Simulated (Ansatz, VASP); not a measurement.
Two plane-wave programs on Sb

The input INCAR:

```
PREC = Accurate ; ENCUT = 520
EDIFF = 1E-6 ; ISMEAR = -1
SIGMA = 0.05 ; LREAL = F
LASPH = T ; NELM = 100
ALGO = Normal ; ISIF = 2
LWAVE = F ; LCHARG = T
LELF = T ; LVHAR = T
NBANDS = 8
```

KPOINTS

```
regular mesh
0
Gamma
  12 12 12
```

File POSCAR:

```
Sb
1.0
   -1.5869811508      1.5869811508      2.7298988119
    1.5869811508     -1.5869811508      2.7298988119
    1.5869811508      1.5869811508     -2.7298988119
Sb
1
Direct
    0.0000000000      0.0000000000      0.0000000000
```

Contents of input.yaml:

```yaml
crystal:
  lattice:
    - [-1.5869811508, 1.5869811508, 2.7298988119]
    - [1.5869811508, -1.5869811508, 2.7298988119]
    - [1.5869811508, 1.5869811508, -2.7298988119]
  atoms:
    - { symbol: Sb, position: [0.0, 0.0, 0.0] }
hamiltonian:
  xc: lda
  pseudopotentials: { kind: paw }
kpoints:
  mp_grid: { grid: [12, 12, 12] }
scf:
  occupations: { method: fermi_dirac, width: 0.05 }
output:
  forces: true
  stress: true
  eigenvalues: true
```

This isn't the form of Sb at room conditions, which is rhombohedral.

Alike in both runs: task single point; functional LDA; k mesh 12 × 12 × 12; occupations fermi-dirac, width 0.05 eV; no spin polarisation.

|  | VASP | Ansatz |
| --- | --- | --- |
| version | VASP 6.6.1 | Ansatz 0.2.0 |
| potentials or method | VASP PAW LDA potentials, release 64 (Sb) | Ansatz PAW |
| plane-wave cutoff (eV) | 520 | 420 |
| valence electrons in the cell | 5 | 15 |

|  | VASP | Ansatz | Ansatz less VASP |
| --- | --- | --- | --- |
| gap on the k mesh at the Fermi level (eV) | none | none | - |
| pressure (GPa) | -3.5 | -3.6 | -0.09 |
| largest component of the traceless stress (GPa) | 0.08 | 0.11 | +0.030 |

A gap of «none» marks a metal or a gap that the smearing closes. The two sets of potentials don't hold the same shells in valence.

Caveats: the PAW data sets come from PBE, with cores solved anew for the run's functional, which leaves a small shift of forces and pressure (Ansatz). The runs have no spin-orbit coupling, so splittings on Sb are missing.
